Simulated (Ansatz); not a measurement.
In doubt: masses and optical values from hybrid runs of this build are listed as unsure (in some of the runs), which bears on the screening that GW takes from such a start.

System: GaAs (honeycomb monolayer).

The cell holds 2 atoms: 1 Ga and 1 As. Cell: a = 4.043 Å, b = 4.043 Å, c = 24.400 Å, α = 90.0°, β = 90.0°, γ = 120.0°. Vacuum lies along c.

```xyz
2
Lattice="4.0435 0.0000 0.0000 -2.0217 3.5017 0.0000 0.0000 0.0000 24.4000" Properties=species:S:1:pos:R:3
Ga    0.0000    2.3345   11.9090
As    2.0217    1.1672   12.4910
```

The structure was relaxed with PBE. The runs that relaxed it are not among those shown.

Gaps computed with Ansatz 0.2.0 without a self-energy: HSE06 1.98 eV and PBE0 2.68 eV.

What gap should G0W0 on HSE06 give (6×6×1 mesh, 311 empty bands, screening to 54 eV, PAW set soft_1 files)?

About 2.90 eV: on its mesh the run moves the gap from 1.93 eV by +0.97 eV. Among the scalar-relativistic levels given, PBE0 is nearest (−0.22 eV). Bands and cutoff are finite, so the gap is not at the basis limit. The miss can reach some tenths of an eV and take either sign; the mesh is an error of its own. The mesh in the plane is coarse for a sheet; gap and any exciton binding can still move on denser ones. The many-body steps are scalar-relativistic: spin-orbit coupling is not in them.

[Paths, hosts, dates, memory and timing lines, banners, echoed tables and standing remarks are left out of the program output.]

[Logs are printed without paths, hosts, clocks, repeated set-up lines and the standing remarks that a program may print on its own settings, such as how far it seeks lower states.]

[Runs of the session that timed out or met a known fault of the program may be left out.]

[Cells called generated may have been cut or substituted from an entry of the Crystallography Open Database or the Materials Project.]

[Hosts, paths, dates, database ids (printed as entryN), source tags and the programs' standing remarks are cut or masked in the printed files.]
